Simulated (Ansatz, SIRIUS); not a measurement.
This is a calculation of PtS2 for SIRIUS 7.12.0. 

The input sirius.json:

```json
{
  "control": {
    "processing_unit": "cpu",
    "std_evp_solver_name": "lapack",
    "gen_evp_solver_name": "lapack",
    "verbosity": 2,
    "print_forces": true,
    "ortho_rf": true,
    "use_second_variation": true,
    "rmt_max": 3.0,
    "num_bands_to_print": 24,
    "save_wf": true
  },
  "parameters": {
    "electronic_structure_method": "full_potential_lapwlo",
    "xc_functionals": ["XC_GGA_X_PBE_SOL", "XC_GGA_C_PBE_SOL"],
    "core_relativity": "dirac",
    "valence_relativity": "iora",
    "num_fv_states": 40,
    "smearing": "fermi_dirac",
    "smearing_width": 0.0018374661,
    "pw_cutoff": 21,
    "gk_cutoff": 4.04,
    "lmax_apw": 11,
    "lmax_rho": 8,
    "lmax_pot": 8,
    "num_mag_dims": 0,
    "auto_rmt": 0,
    "ngridk": [9, 9, 5],
    "shiftk": [0, 0, 0],
    "num_dft_iter": 80,
    "energy_tol": 1e-07,
    "density_tol": 1e-05,
    "use_symmetry": true
  },
  "settings": {"tol_ne": 1e-10},
  "iterative_solver": {"type": "exact"},
  "mixer": {"type": "anderson", "beta": 0.5, "max_history": 8},
  "unit_cell": {
    "lattice_vectors": [[6.6956776048, 0.0, 0.0], [-3.3478388024, 5.7986269013, 0.0], [0.0, 0.0, 9.5219519968]],
    "atom_types": ["Pt", "S"],
    "atom_files": {"Pt": "Pt.json", "S": "S.json"},
    "atoms": {"Pt": [[0.0, 0.0, 0.0]], "S": [[0.6666666667, 0.3333333333, 0.773], [0.3333333333, 0.6666666667, 0.227]]}
  }
}
```

Potentials or basis: all-electron FP-LAPW, apw+lo standard.

Command:

```console
$ OMP_NUM_THREADS=1 sirius.scf --input=sirius_start.json --output=start.json
$ OMP_NUM_THREADS=1 sirius.scf --input=sirius.json --output=output.json --task=1
```

Question: Translate it to Ansatz 0.2.0. Potentials or basis there: all-electron LAPW, scalar-relativistic.

Answer: As run (cutoffs and basis follow the program's own potentials, and thresholds, step limits or extra output files can differ):

File input.yaml:

```yaml
crystal:
  lattice:
    - [3.5432, 0.0, 0.0]
    - [-1.7716, 3.0685012107, 0.0]
    - [0.0, 0.0, 5.0388]
  atoms:
    - { symbol: Pt, position: [0.0, 0.0, 0.0] }
    - { symbol: S, position: [0.6666666667, 0.3333333333, 0.773] }
    - { symbol: S, position: [0.3333333333, 0.6666666667, 0.227] }
kpoints:
  mp_grid: { grid: [9, 9, 5] }
scf:
  occupations: { method: fermi_dirac, width: 0.05 }
hamiltonian:
  xc: pbesol
  pseudopotentials: { kind: all_electron, lapw: { basis_error: 0.001 } }
output:
  forces: true
  stress: true
  eigenvalues: true
  populations: true
```

Potentials or basis: all-electron LAPW, scalar-relativistic.

Command:

```bash
$ ansatz run input.yaml --threads 2 --pin off --max-ram 8192MiB --backend cpu --events-out ev --progress --plain --runs-dir out
```

Both were run:

|  | SIRIUS | Ansatz |
| --- | --- | --- |
| Largest force | 0.950 eV/Å | 0.950 eV/Å |

Where Ansatz's input types no cutoff or centring, it takes its own default and a Γ-centred mesh.
